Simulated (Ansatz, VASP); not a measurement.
## Two plane-wave programs on Be

```xyz
2
Lattice="2.3339 0.0000 0.0000 -1.1669 2.0212 0.0000 0.0000 0.0000 3.6552" Properties=species:S:1:pos:R:3 pbc="T T T"
Be    0.0000    1.3475    0.9138
Be    1.1669    0.6737    2.7414
```

Alike in both runs: functional PBE; k mesh 30 × 30 × 16; occupations gaussian, width 0.1 eV; no spin polarisation.

Ansatz relaxed the structure, and its values are those at the end. VASP's run is a single point on that final structure, the one shown.

|  | VASP | Ansatz |
| --- | --- | --- |
| version | VASP 6.6.1 | Ansatz 0.2.0 |
| potentials or method | VASP PAW PBE potentials, release 64 (Be) | scalar-relativistic, plane waves, PAW |
| plane-wave cutoff (eV) | 520 | 420 |
| valence electrons in the cell | 4 | 4 |

Ansatz gave:

| Quantity | Value |
| --- | --- |
| gap on the k mesh at the Fermi level (eV) | none |
| pressure (GPa) | -9.2 |

Q: Which values does VASP return?

A: gap on the k mesh at the Fermi level (eV): none; pressure (GPa): -9.1.

A gap of «none» marks a metal or a gap that the smearing closes. The functional is the same, so the differences come from potentials, cutoffs and numerics.
